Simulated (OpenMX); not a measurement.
Runs of OpenMX 3.8.5 on Sn. The structure is tetragonal, space group I4_1/amd (No. 141). The conventional cell has a = 5.880 Å, b = 5.880 Å, c = 3.199 Å, α = 90.00°, β = 90.00°, γ = 90.00°. Sn (site symmetry -4m2) is surrounded by 6 Sn at 3.05 to 3.20 Å. 

```tsv
task	level	potentials or basis	spin	k mesh	SCF threshold	max SCF cycles	grid points, held for all volumes	mesh quality	pressure (GPa)	moment (μB)
band structure	PBE	OpenMX 2013 PBE set, Sn7.0-s3p2d2, grid cutoff 500 Ry	off	7 × 7 × 7	1e-08 Ha	100	-	not flagged	-7.8	-
band structure	PBE	OpenMX 2013 PBE set, Sn7.0-s3p2d2f1, grid cutoff 500 Ry	off	7 × 7 × 7	1e-08 Ha	100	-	not flagged	(b)	-
band structure	PBE	OpenMX 2013 PBE set, Sn7.0-s3p2d2, grid cutoff 500 Ry	non-collinear, zero start, SOC	5 × 5 × 5	1e-07 Ha	100	-	coarse	-	0.00
band structure	PBE	OpenMX 2013 PBE set, Sn7.0-s3p2d1, grid cutoff 500 Ry	off	7 × 7 × 7	1e-08 Ha	100	-	not flagged	-8.3	-
band structure	PBE	OpenMX 2013 PBE set, Sn7.0-s3p2d1, grid cutoff 500 Ry	off	9 × 9 × 9	1e-08 Ha	100	-	not flagged	-8.5	-
band structure	PBE	OpenMX 2013 PBE set, Sn7.0-s3p2d2, grid cutoff 500 Ry	non-collinear, zero start	5 × 5 × 5	1e-07 Ha	100	-	coarse	-	0.00
band structure	LDA	OpenMX 2013 LDA set, Sn7.0-s3p2d2, grid cutoff 500 Ry	off	9 × 9 × 9	1e-08 Ha	100	-	not flagged	(a)	-
```

Alike in all rows: cell as given; smearing fermi-dirac 0.05 eV.

**Question.** Fill in the values left out.

**Answer.** (a) -10.1; (b) 0.6.

Caveats: some runs use coarse meshes; the basis of atomic orbitals isn't converged, which shifts pressures, moduli and gaps; total energies with and without spin-orbit coupling shouldn't be compared in this program (some runs).
